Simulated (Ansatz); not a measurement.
A run of Ansatz 0.2.0 is set up as follows.

The input input.yaml:

```yaml
crystal:
  lattice:
    - [0.0, 3.205, 3.205]
    - [3.205, 0.0, 3.205]
    - [3.205, 3.205, 0.0]
  atoms:
    - { symbol: Te, position: [0.75, 0.75, 0.75] }
    - { symbol: Cd, position: [0.0, 0.0, 0.0] }
kpoints:
  mp_grid: { grid: [7, 7, 7] }
scf:
  occupations: { method: fermi_dirac, width: 0.05 }
hamiltonian:
  xc: pbesol
  pseudopotentials: { kind: all_electron, lapw: { basis_error: 0.001 } }
output:
  forces: true
  stress: true
  eigenvalues: true
  populations: true
```

Potentials or basis: all-electron LAPW, scalar-relativistic.

Run with:

```console
$ ansatz run input.yaml --threads 1 --pin off --max-ram 3072MiB --backend cpu --events-out ev --progress --plain --runs-dir out
```

Predict the Loewdin charges.

Te -0.94; Cd +1.16 e.

Estimate the pressure.

1.7 GPa.

Estimate the band gap on the k mesh.

0.76 eV, direct.

Caveat: spin-orbit coupling is left out, which moves the levels of the heavy elements.

**Measured values to compare with.**

A printed reference work, data compilation reports, for a bulk crystal of CdTe at 0 K: band gap 1.607 eV.

Against the measured gap of CdTe, 1.607 eV (0 K; a printed reference work, data compilation), the calculated 0.76 eV is off by -0.85 eV. Spin-orbit coupling on Cd, Te is left out. The value is that of PBEsol, without temperature or zero-point motion. Semilocal functionals fall short of measured gaps as a rule.
